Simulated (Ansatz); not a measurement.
# Band table of BN

```
B N
1.0
     0.00000    1.80750    1.80750
     1.80750    0.00000    1.80750
     1.80750    1.80750    0.00000
B N
1 1
Direct
  0.00000 0.00000 0.00000
  0.75000 0.75000 0.75000
```

Atoms are numbered in the order listed.

The geometry is COD entry 9008834, unchecked; take it as a test cell.

These are results of DFT, PBEsol, all-electron LAPW, scalar-relativistic (Ansatz 0.2.0), not measurements.

Numerical set-up: a Γ-centred 13×13×13 k mesh, Fermi–Dirac smearing of 0.03 eV, basis error target 1 meV/atom, no spin polarisation.

Path points, in fractions of the reciprocal vectors: Γ (0.000, 0.000, 0.000), X (-0.500, -0.500, 0.000), U (-0.375, -0.375, 0.250), K (-0.375, 0.000, 0.375), L (0.000, 0.000, 0.500), W (-0.500, -0.250, 0.250). Levels in eV from the valence-band top; bands 3 to 8, counted from the lowest band of the run. The gap is 4.28 eV, indirect from Γ to X (-0.5, -0.5, 0).

```
# k(1/Å) point b3 b4 b5 b6 b7 b8
0.000 Γ -20.25 0.00 0.00 0.00 8.77 8.77
0.124 - -20.21 -0.11 -0.11 -0.11 8.69 8.91
0.248 - -20.08 -0.44 -0.42 -0.42 8.49 9.32
0.372 - -19.88 -0.95 -0.86 -0.86 8.22 9.94
0.497 - -19.59 -1.59 -1.39 -1.39 7.91 10.70
0.621 - -19.22 -2.32 -1.95 -1.95 7.54 11.56
0.745 - -18.78 -3.13 -2.51 -2.51 7.13 11.83
0.869 - -18.27 -3.98 -3.03 -3.03 6.68 11.43
0.993 - -17.70 -4.87 -3.51 -3.51 6.20 10.87
1.117 - -17.09 -5.77 -3.94 -3.94 5.72 10.32
1.241 - -16.44 -6.66 -4.29 -4.29 5.25 9.86
1.366 - -15.79 -7.51 -4.57 -4.57 4.85 9.52
1.490 - -15.21 -8.24 -4.77 -4.77 4.54 9.28
1.614 - -14.77 -8.77 -4.90 -4.90 4.35 9.14
1.738 X -14.60 -8.96 -4.94 -4.94 4.28 9.09
1.782 - -14.60 -8.96 -4.96 -4.93 4.31 9.11
1.826 - -14.60 -8.95 -5.04 -4.92 4.38 9.17
1.870 - -14.59 -8.92 -5.17 -4.90 4.50 9.26
1.914 - -14.58 -8.89 -5.34 -4.87 4.65 9.40
1.958 - -14.56 -8.85 -5.54 -4.83 4.83 9.57
2.001 - -14.55 -8.81 -5.77 -4.78 5.03 9.79
2.045 - -14.53 -8.75 -6.02 -4.72 5.25 10.04
2.089 - -14.51 -8.68 -6.28 -4.66 5.47 10.34
2.133 - -14.50 -8.61 -6.55 -4.58 5.69 10.68
2.177 - -14.49 -8.53 -6.82 -4.50 5.91 11.05
2.221 - -14.48 -8.44 -7.08 -4.41 6.13 11.45
2.265 - -14.48 -8.35 -7.33 -4.32 6.34 11.88
2.309 - -14.49 -8.25 -7.56 -4.21 6.55 12.32
2.353 U -14.51 -8.16 -7.75 -4.10 6.75 12.76
2.429 - -14.53 -8.18 -7.74 -4.10 6.93 12.99
2.505 - -14.55 -8.28 -7.59 -4.19 7.24 13.21
2.581 - -14.57 -8.38 -7.37 -4.37 7.67 13.33
2.657 - -14.59 -8.47 -7.12 -4.59 8.18 13.18
2.733 - -14.61 -8.54 -6.88 -4.83 8.71 12.75
2.809 - -14.61 -8.58 -6.68 -5.03 9.16 12.31
2.885 - -14.62 -8.59 -6.60 -5.11 9.36 12.11
2.961 - -14.61 -8.58 -6.68 -5.03 9.16 12.31
3.037 - -14.61 -8.54 -6.88 -4.83 8.71 12.75
3.113 - -14.59 -8.47 -7.12 -4.59 8.18 13.18
3.189 - -14.57 -8.38 -7.37 -4.37 7.67 13.33
3.265 - -14.55 -8.28 -7.59 -4.19 7.24 13.21
3.341 - -14.53 -8.18 -7.74 -4.10 6.93 12.99
3.417 K -14.51 -8.16 -7.75 -4.10 6.75 12.76
3.549 - -14.68 -8.33 -7.67 -3.74 7.36 13.95
3.680 - -15.01 -8.51 -7.21 -3.32 7.97 14.18
3.812 - -15.51 -8.39 -6.67 -2.87 8.58 13.37
3.944 - -16.12 -8.00 -6.07 -2.41 9.20 12.60
4.075 - -16.78 -7.40 -5.41 -1.95 9.79 11.89
4.207 - -17.43 -6.65 -4.70 -1.52 10.29 11.23
4.339 - -18.05 -5.77 -3.95 -1.12 10.58 10.65
4.470 - -18.61 -4.81 -3.18 -0.79 10.15 10.35
4.602 - -19.10 -3.79 -2.41 -0.52 9.73 9.86
4.734 - -19.51 -2.74 -1.68 -0.31 9.38 9.44
4.865 - -19.83 -1.74 -1.02 -0.16 9.11 9.13
4.997 - -20.06 -0.86 -0.48 -0.07 8.91 8.92
5.129 - -20.20 -0.23 -0.12 -0.02 8.80 8.80
5.260 Γ -20.25 0.00 0.00 0.00 8.77 8.77
5.368 - -20.22 -0.18 -0.04 -0.04 8.81 8.82
5.476 - -20.12 -0.69 -0.14 -0.14 8.92 8.97
5.583 - -19.97 -1.45 -0.29 -0.29 9.05 9.20
5.691 - -19.75 -2.36 -0.48 -0.48 9.19 9.48
5.798 - -19.48 -3.38 -0.70 -0.70 9.32 9.78
5.906 - -19.15 -4.44 -0.92 -0.92 9.45 10.05
6.013 - -18.76 -5.51 -1.13 -1.13 9.58 10.28
6.121 - -18.33 -6.57 -1.34 -1.34 9.70 10.45
6.228 - -17.86 -7.59 -1.51 -1.51 9.81 10.56
6.336 - -17.37 -8.54 -1.67 -1.67 9.91 10.62
6.443 - -16.88 -9.40 -1.79 -1.79 9.99 10.64
6.551 - -16.43 -10.11 -1.88 -1.88 10.05 10.64
6.658 - -16.11 -10.60 -1.93 -1.93 10.08 10.63
6.766 L -15.98 -10.78 -1.95 -1.95 10.09 10.63
6.853 - -15.97 -10.76 -2.04 -1.98 10.15 10.57
6.941 - -15.92 -10.69 -2.29 -2.08 10.27 10.43
7.029 - -15.84 -10.59 -2.67 -2.24 10.18 10.44
7.117 - -15.74 -10.44 -3.15 -2.46 9.96 10.57
7.205 - -15.60 -10.26 -3.70 -2.75 9.74 10.72
7.292 - -15.45 -10.04 -4.27 -3.09 9.57 10.90
7.380 - -15.27 -9.77 -4.85 -3.48 9.44 11.10
7.468 - -15.08 -9.48 -5.41 -3.91 9.37 11.35
7.556 - -14.89 -9.14 -5.93 -4.38 9.34 11.63
7.644 - -14.71 -8.78 -6.39 -4.87 9.34 11.94
7.731 - -14.54 -8.40 -6.78 -5.36 9.37 12.30
7.819 - -14.40 -8.01 -7.05 -5.85 9.40 12.68
7.907 - -14.31 -7.69 -7.14 -6.31 9.43 13.06
7.995 W -14.28 -7.60 -7.05 -6.58 9.44 13.26
8.057 - -14.29 -7.66 -6.97 -6.57 9.31 13.39
8.119 - -14.30 -7.81 -6.80 -6.51 8.98 13.35
8.181 - -14.32 -7.97 -6.60 -6.43 8.51 12.79
8.243 - -14.35 -8.13 -6.39 -6.31 7.99 12.25
8.305 - -14.38 -8.28 -6.17 -6.17 7.44 11.72
8.367 - -14.41 -8.42 -6.01 -5.96 6.89 11.23
8.429 - -14.45 -8.54 -5.83 -5.75 6.36 10.77
8.491 - -14.49 -8.65 -5.65 -5.56 5.87 10.35
8.553 - -14.52 -8.75 -5.46 -5.38 5.43 9.98
8.615 - -14.55 -8.82 -5.30 -5.23 5.04 9.67
8.678 - -14.57 -8.89 -5.15 -5.11 4.72 9.42
8.740 - -14.59 -8.93 -5.03 -5.01 4.48 9.24
8.802 - -14.60 -8.96 -4.96 -4.96 4.33 9.13
8.864 X -14.60 -8.96 -4.94 -4.94 4.28 9.09
```
